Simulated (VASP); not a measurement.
# FeS2 (Marcasite) (Pnnm) in VASP: single point with PBE

Aim: the single point of FeS2 (Marcasite) with PBE.

All numbers are computed with VASP 6.6.1; they aren't measurements. Logs are shortened: lines on timing, memory, paths and dates and some standing lists are left out, and cuts for length are marked.

## Step 1: Starting point

It takes space group Pnnm (No. 58, orthorhombic). Conventional cell: a = 4.440 Å, b = 5.390 Å, c = 3.370 Å, α = 90.00°, β = 90.00°, γ = 90.00°. Around Fe (site symmetry 2/m) lie 6 S at 2.21 to 2.24 Å. Around S (site symmetry m) lie 3 Fe at 2.21 to 2.24 Å and 1 S at 2.25 Å.

## Step 2: Single point, PBE, collinear spin, ferromagnetic start

Contents of INCAR:

```
ALGO = Fast
EDIFF = 1E-6
ENCUT = 520
GGA = PE
ISIF = 2
ISMEAR = -1
ISPIN = 2
LASPH = True
LCHARG = True
LELF = True
LMAXMIX = 4
LORBIT = 11
LREAL = False
LVHAR = True
LWAVE = False
MAGMOM = 4.5 4.5 0 0 0 0
NELM = 150
PREC = Accurate
SIGMA = 0.05
```

Contents of KPOINTS:

```
k-points
0
Gamma
  6 5 8
```

Contents of POSCAR:

```
FeS2
1.0
    4.4400000000      0.0000000000      0.0000000000
    0.0000000000      5.3900000000      0.0000000000
    0.0000000000      0.0000000000      3.3700000000
Fe S
2 4
Direct
    0.5000000000      0.5000000000      0.5000000000
    0.0000000000      0.0000000000      0.0000000000
    0.7030000000      0.1250000000      0.5000000000
    0.7970000000      0.6250000000      0.0000000000
    0.2970000000      0.8750000000      0.5000000000
    0.2030000000      0.3750000000      0.0000000000
```

Potentials or basis: VASP PAW PBE potentials, release 64 (Fe, S).

Started as:

```
$ cat potpaw_PBE.64/Fe/POTCAR potpaw_PBE.64/S/POTCAR > POTCAR
$ mpirun -np 1 vasp_std > vasp.out
```

OUTCAR:

```text
EDIFF = 1E-6
   ENCUT = 520
   GGA = PE
   ISIF = 2
   ISMEAR = -1
   ISPIN = 2
   LASPH = True
   LORBIT = 11
   LREAL = False
   NELM = 150
   PREC = Accurate

 ion  position               nearest neighbor table
   1  0.500  0.500  0.500-   3 2.21   5 2.21   4 2.24   6 2.24   4 2.24   6 2.24
   2  0.000  0.000  0.000-   4 2.21   6 2.21   5 2.24   3 2.24   3 2.24   5 2.24
   3  0.703  0.125  0.500-   1 2.21   2 2.24   2 2.24   5 2.25
   4  0.797  0.625  0.000-   2 2.21   1 2.24   1 2.24   6 2.25
   5  0.297  0.875  0.500-   1 2.21   2 2.24   2 2.24   3 2.25
   6  0.203  0.375  0.000-   2 2.21   1 2.24   1 2.24   4 2.25

  LATTYP: Found a simple orthorhombic cell.
 ALAT       =     3.3700000000
 B/A-ratio  =     1.3175074184
 C/A-ratio  =     1.5994065282

  Lattice vectors:

 A1 = (   0.0000000000,   0.0000000000,   3.3700000000)
 A2 = (   4.4400000000,   0.0000000000,   0.0000000000)
 A3 = (   0.0000000000,   5.3900000000,   0.0000000000)

Analysis of symmetry for initial positions (statically):
=====================================================================
 Subroutine PRICEL returns:
 Original cell was already a primitive cell.

 Routine SETGRP: Setting up the symmetry group for a
 simple orthorhombic supercell.

 Subroutine GETGRP returns: Found  8 space group operations
 (whereof  4 operations were pure point group operations)
 out of a pool of  8 trial point group operations.

The static configuration has the point symmetry C_2h.
 The point group associated with its full space group is D_2h.

Analysis of symmetry for dynamics (positions and initial velocities):
=====================================================================
 Subroutine PRICEL returns:
 Original cell was already a primitive cell.

 Routine SETGRP: Setting up the symmetry group for a
 simple orthorhombic supercell.

 Subroutine GETGRP returns: Found  8 space group operations
 (whereof  4 operations were pure point group operations)
 out of a pool of  8 trial point group operations.

The dynamic configuration has the point symmetry C_2h.
 The point group associated with its full space group is D_2h.

Analysis of structural, dynamic, and magnetic symmetry:
=====================================================================
 Subroutine PRICEL returns:
 Original cell was already a primitive cell.

 Routine SETGRP: Setting up the symmetry group for a
 simple orthorhombic supercell.

 Subroutine GETGRP returns: Found  8 space group operations
 (whereof  4 operations were pure point group operations)
 out of a pool of  8 trial point group operations.

The overall configuration has the point symmetry C_2h.
 The point group associated with its full space group is D_2h.

 Subroutine INISYM returns: Found  8 space group operations
 (whereof  4 operations are pure point group operations),
 and found     1 'primitive' translations

----------------------------------------------------------------------------------------

                                     Primitive cell

  volume of cell :      80.6495

  direct lattice vectors                    reciprocal lattice vectors
     4.440000000  0.000000000  0.000000000     0.225225225  0.000000000  0.000000000
     0.000000000  5.390000000  0.000000000     0.000000000  0.185528757  0.000000000
     0.000000000  0.000000000  3.370000000     0.000000000  0.000000000  0.296735905

  length of vectors
     4.440000000  5.390000000  3.370000000     0.225225225  0.185528757  0.296735905

  position of ions in fractional coordinates (direct lattice)
     0.500000000  0.500000000  0.500000000
     0.000000000  0.000000000  0.000000000
     0.703000000  0.125000000  0.500000000
     0.797000000  0.625000000  0.000000000
     0.297000000  0.875000000  0.500000000
     0.203000000  0.375000000  0.000000000

  ion indices of the primitive-cell ions
   primitive index   ion index
                 1           1
                 2           2
                 3           3
                 4           4
                 5           5
                 6           6

----------------------------------------------------------------------------------------

 KPOINTS: k-points

Automatic generation of k-mesh.
 Grid dimensions read from file:
 generate k-points for:    6    5    8

 Generating k-lattice:

  Cartesian coordinates                     Fractional coordinates (reciprocal lattice)
     0.037537538  0.000000000  0.000000000     0.166666667  0.000000000  0.000000000
     0.000000000  0.037105751  0.000000000     0.000000000  0.200000000  0.000000000
     0.000000000  0.000000000  0.037091988     0.000000000  0.000000000  0.125000000

  Length of vectors
     0.037537538  0.037105751  0.037091988

  Shift w.r.t. Gamma in fractional coordinates (k-lattice)
     0.000000000  0.000000000  0.000000000

 Subroutine IBZKPT returns following result:
 ===========================================

 Found     60 irreducible k-points:

 Following reciprocal coordinates:
            Coordinates               Weight
  0.000000  0.000000  0.000000      1.000000
  0.166667  0.000000  0.000000      2.000000
  0.333333  0.000000  0.000000      2.000000
  0.500000  0.000000  0.000000      1.000000
  0.000000  0.200000  0.000000      2.000000
  0.166667  0.200000  0.000000      4.000000
[... 16 lines left out ...]
  0.333333  0.400000  0.125000      8.000000
  0.500000  0.400000  0.125000      4.000000
 [... further k-points ...]
   k-points           NKPTS =     60   k-points in BZ     NKDIM =     60   number of bands    NBANDS=     29
   number of dos      NEDOS =    301   number of ions     NIONS =      6
   total plane-waves  NPLWV =  40320
   dimension x,y,z NGX =    36 NGY =   40 NGZ =   28
   dimension x,y,z NGXF=    72 NGYF=   80 NGZF=   56
   ions per type =               2   4
   NGX,Y,Z   is equivalent  to a cutoff of  13.48, 12.34, 13.81 a.u.
   NGXF,Y,Z  is equivalent  to a cutoff of  26.96, 24.67, 27.63 a.u.
 SYSTEM =  unknown system
   PREC   = accura    normal or accurate (medium, high low for compatibility)
   ISTART =      0    job   : 0-new  1-cont  2-samecut
   ICHARG =      2    charge: 1-file 2-atom 10-const
   ISPIN  =      2    spin polarized calculation?
   LNONCOLLINEAR =      F non collinear calculations
   LSORBIT =      F    spin-orbit coupling
   LASPH  =      T    aspherical Exc in radial PAW
   ENCUT  =  520.0 eV  38.22 Ry    6.18 a.u.   8.26 10.02  6.27*2*pi/ulx,y,z
   NELM   =    150;   NELMIN=  2; NELMDL= -5     # of ELM steps
   EDIFF  = 0.1E-05   stopping-criterion for ELM
   LREAL  =      F    real-space projection
   EDIFFG = 0.1E-04   stopping-criterion for IOM
   NSW    =      0    number of steps for IOM
   IBRION =     -1    ionic relax: 0-MD 1-quasi-New 2-CG
   NFREE  =      0    steps in history (QN), initial steepest desc. (CG)
   ISIF   =      2    stress and relaxation
   ISYM   =      2    0-nonsym 1-usesym 2-fastsym
   POTIM  = 0.5000    time-step for ionic-motion
   TEBEG  =    0.0;   TEEND  =   0.0 temperature during run
   PSTRESS=    0.0 pullay stress
   NELECT =      40.0000    total number of electrons
   NUPDOWN=      -1.0000    fix difference up-down
   EMIN   =  10.00;   EMAX   =-10.00  energy-range for DOS
   EFERMI =   0.00;   METHOD = LEGACY
   ISMEAR =    -1;   SIGMA  =   0.05  broadening in eV -4-tet -1-fermi 0-gaus
   EFERMI_NEDOS =   21; number of points for ismear=-14 and -15
   IALGO  =     68    algorithm
   IMIX   =      4    mixing-type and parameters
     AMIX     =   0.40;   BMIX     =  1.00
     AMIX_MAG =   1.60;   BMIX_MAG =  1.00
  volume/ion in A,a.u.               =      13.44        90.71
  Fermi-wavevector in a.u.,A,eV,Ry     =   1.295869  2.448836 22.847927  1.679275
  Thomas-Fermi vector in A             =   2.427361
   LORBIT       =     11    0 simple, 1 ext, 2 COOP (PROOUT), +10 PAW based schemes
   GGA     = PE    functional components
   LHFCALC =     F    Hartree Fock is set to
   AEXX    =    0.0000 exact exchange contribution
   IVDW    =     0    specifies the selected vdW correction
   LEPSILON=     F    determine dielectric tensor
   LRPA    =     F    only Hartree local field effects (RPA)
 spin polarized calculation
 RMM-DIIS sequential band-by-band and
  energy-cutoff  :      520.00
  volume of cell :       80.65
 maximum number of plane-waves:      2204
 NGX is ok and might be reduce to    36
   NGX = 17   NGY = 21   NGZ = 13

 number of electron      39.9999994 magnetization       0.0006758

 number of electron      39.9999994 magnetization      -0.0004414

 Free energy of the ion-electron system (eV)
  ---------------------------------------------------
  ext. energy  EPLUGINS =         0.00000000
  ---------------------------------------------------
  free energy    TOTEN  =       -36.09803257 eV

  energy without entropy =      -36.09801423  energy(sigma->0) =      -36.09802340

 E-fermi :   8.3512     XC(G=0): -11.7643

 val. band max:        7.8670856729   @ k =   0.0000   0.4000   0.2500
 cond. band min:       8.7821962079   @ k =   0.0000   0.4000   0.5000
 fundamental gap:      0.9151105350
 Fermi energy:         8.3511913719

 spin component 1

 k-point     1 :       0.0000    0.0000    0.0000
  band No.  band energies     occupation
      1      -8.9297      1.00000
      2      -6.5210      1.00000
      3      -4.6945      1.00000
      4      -3.9592      1.00000
      5       0.2152      1.00000
      6       1.6947      1.00000
[... 21 lines left out ...]
     28      13.6629      0.00000
     29      15.5084      0.00000

 k-point     2 :       0.1667    0.0000    0.0000
  band No.  band energies     occupation
      1      -8.7610      1.00000
      2      -6.5166      1.00000
      3      -4.7156      1.00000
      4      -4.4820      1.00000
      5       0.9484      1.00000
      6       1.2080      1.00000
[... 696 lines left out ...]
 k-point    24 :       0.5000    0.4000    0.1250
  band No.  band energies     occupation
      1      -7.1276      1.00000
      2      -7.1276      1.00000
      3      -5.5870      1.00000
      4      -5.5870      1.00000
      5       1.3023      1.00000
      6       1.3023      1.00000
[... 21 lines left out ...]
     28      14.1892      0.00000
     29      15.6846      0.00000

 [... further k-points ...]

 spin component 2

 k-point     1 :       0.0000    0.0000    0.0000
  band No.  band energies     occupation
      1      -8.9297      1.00000
      2      -6.5210      1.00000
      3      -4.6945      1.00000
      4      -3.9592      1.00000
      5       0.2151      1.00000
      6       1.6947      1.00000
[... 21 lines left out ...]
     28      13.6628      0.00000
     29      15.5543      0.00000

 k-point     2 :       0.1667    0.0000    0.0000
  band No.  band energies     occupation
      1      -8.7610      1.00000
      2      -6.5166      1.00000
      3      -4.7156      1.00000
      4      -4.4820      1.00000
      5       0.9484      1.00000
      6       1.2080      1.00000
[... 696 lines left out ...]
 k-point    24 :       0.5000    0.4000    0.1250
  band No.  band energies     occupation
      1      -7.1276      1.00000
      2      -7.1276      1.00000
      3      -5.5870      1.00000
      4      -5.5870      1.00000
      5       1.3023      1.00000
      6       1.3023      1.00000
[... 21 lines left out ...]
     28      14.1894      0.00000
     29      15.6860      0.00000

 [... further k-points ...]

------------------------ aborting loop because EDIFF is reached ----------------------------------------

  FORCE on cell =-STRESS in cart. coord.  units (eV):
  Direction    XX          YY          ZZ          XY          YZ          ZX
  --------------------------------------------------------------------------------------
  -------------------------------------------------------------------------------------
  Total        0.3059533      1.0511087      0.8081479      0.0000000      0.0000000      0.0000000
  in kB        6.0780483     20.8812541     16.0546107      0.0000000      0.0000000      0.0000000
  external PRESSURE =      14.3379710 kB  Pullay stress =       0.0000000 kB

 VOLUME and BASIS-vectors are now :
 -----------------------------------------------------------------------------
  energy-cutoff  :      520.00
  volume of cell :       80.65
      direct lattice vectors                 reciprocal lattice vectors
     4.440000000  0.000000000  0.000000000     0.225225225  0.000000000  0.000000000
     0.000000000  5.390000000  0.000000000     0.000000000  0.185528757  0.000000000
     0.000000000  0.000000000  3.370000000     0.000000000  0.000000000  0.296735905

 POSITION                                       TOTAL-FORCE (eV/Angst)
 -----------------------------------------------------------------------------------
      2.22000      2.69500      1.68500         0.000000      0.000000      0.000000
      0.00000      0.00000      0.00000         0.000000      0.000000      0.000000
      3.12132      0.67375      1.68500         0.121350     -0.089766     -0.000000
      3.53868      3.36875      0.00000        -0.121350     -0.089766      0.000000
      1.31868      4.71625      1.68500        -0.121350      0.089766      0.000000
      0.90132      2.02125      0.00000         0.121350      0.089766     -0.000000
 -----------------------------------------------------------------------------------
    total drift:                               -0.000000      0.000000      0.000000

  FREE ENERGIE OF THE ION-ELECTRON SYSTEM (eV)
  ---------------------------------------------------
  free  energy   TOTEN  =       -36.0980325733 eV

  energy  without entropy=      -36.0980142338  energy(sigma->0) =      -36.09802340

 total charge

# of ion       s       p       d       tot
------------------------------------------
    1        0.443   0.667   6.519   7.629
    2        0.443   0.667   6.519   7.629
    3        1.346   2.300   0.000   3.647
    4        1.346   2.300   0.000   3.647
    5        1.346   2.300   0.000   3.647
    6        1.346   2.300   0.000   3.647
--------------------------------------------------
tot          6.272  10.535  13.038  29.845

 magnetization (x)

# of ion       s       p       d       tot
------------------------------------------
    1       -0.000  -0.000  -0.000  -0.000
    2       -0.000  -0.000  -0.000  -0.000
    3        0.000   0.000   0.000   0.000
    4        0.000   0.000   0.000   0.000
    5        0.000   0.000   0.000   0.000
    6        0.000   0.000   0.000   0.000
--------------------------------------------------
tot          0.000   0.000  -0.000  -0.000
```

It took 4.4 min on 1 thread of Intel Xeon Platinum 8488C (Sapphire Rapids), shared host; peak memory 0.35 GiB.

What came out:

- Free energy: -36.0980 eV
- Pressure: 1.4 GPa
- Largest force: 0.151 eV/Å
- Band gap on the k mesh: 0.92 eV, indirect (least direct gap 1.15 eV)
- Net moment: 0.00 μB per cell
- Valence electrons inside the program's atomic spheres: Fe 7.63; S 3.65

Forces in eV/Å, atoms in the order of the input:
```
Fe   0.000  0.000  0.000
Fe   0.000  0.000  0.000
S    0.121 -0.090  0.000
S   -0.121 -0.090  0.000
S   -0.121  0.090  0.000
S    0.121  0.090  0.000
```

Stress tensor (GPa, compression positive):
```
0.61 0.00 0.00
0.00 2.09 0.00
0.00 0.00 1.61
```

Caveat: the starting moments collapsed, and a magnetic state may lie lower; an odd mesh through Γ misses points on the zone boundary, where band edges often lie.

## Step 3: For comparison

An earlier run on the cell as given: functional PBEsol; potentials or basis VASP PAW PBE potentials, release 64 (Fe, S); cutoff 520 eV; k mesh 6 × 5 × 8; occupations fermi-dirac, width 0.05 eV; collinear spin, ferromagnetic start; starting moments [3.0, 3.0, 0.0, 0.0, 0.0, 0.0] μB.

- Pressure: -5.3 GPa
- Largest force: 0.248 eV/Å
- Band gap on the k mesh: 0.84 eV, indirect (least direct gap 1.08 eV)
- Net moment: 0.00 μB per cell
- Valence electrons inside the program's atomic spheres: Fe 7.65; S 3.62
